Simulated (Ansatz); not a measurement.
AlGaN$_{2}$: frozen normal mode

Theory: Ansatz, DFT LDA, scalar-relativistic, plane waves, PAW. Settings: plane waves to 420 eV, k-mesh 8×8×4 (Γ-centred), Gaussian smearing 0.05 eV. No spin polarisation. Energies are free energies at this smearing, counted from the undisturbed cell; pressure is positive in compression.

Reference structure (relaxed at this level; it needn't be the usual structure):

```
CELL_PARAMETERS angstrom
3.11529 0.00000 0.00000
0.00000 3.11529 0.00000
0.00000 0.00000 8.76866
ATOMIC_POSITIONS crystal
Al 0.50000 0.50000 0.25000
Al 0.50000 0.50000 0.75000
Ga 0.00000 0.00000 0.00000
Ga 0.00000 0.00000 0.50000
N 0.50000 0.00000 0.37003
N 0.50000 0.00000 0.87003
N 0.00000 0.50000 0.12997
N 0.00000 0.50000 0.62997
```

A zone-centre mode of this cell is frozen in: each atom moves by x times its row below, so x is the largest displacement.
```
atom ux uy uz
 Al1  0.000  0.000   0.000
 Al2  0.000  0.000   0.000
 Ga3  0.000  0.000   0.223
 Ga4  0.000  0.000  -0.223
  N5  0.000  0.000   1.000
  N6  0.000  0.000  -1.000
  N7  0.000  0.000  -1.000
  N8  0.000  0.000   1.000
```

```tsv
x (Å)	ΔE (meV/cell)
-0.3000	5278.7
-0.1500	1388.4
0.0000	0.0
0.0375	88.0
0.0750	351.0
0.1125	786.1
0.1875	2150.4
0.2250	3062.2
0.2625	4110.6
```

Problem. Predict the force along the mode (eV/Å) at each point.

Solution.
```tsv
x (Å)	force along the mode (eV/Å)
-0.3000	32.57
-0.1500	18.23
0.0000	0.00
0.0375	-4.69
0.0750	-9.33
0.1125	-13.86
0.1875	-22.37
0.2250	-26.20
0.2625	-29.64
```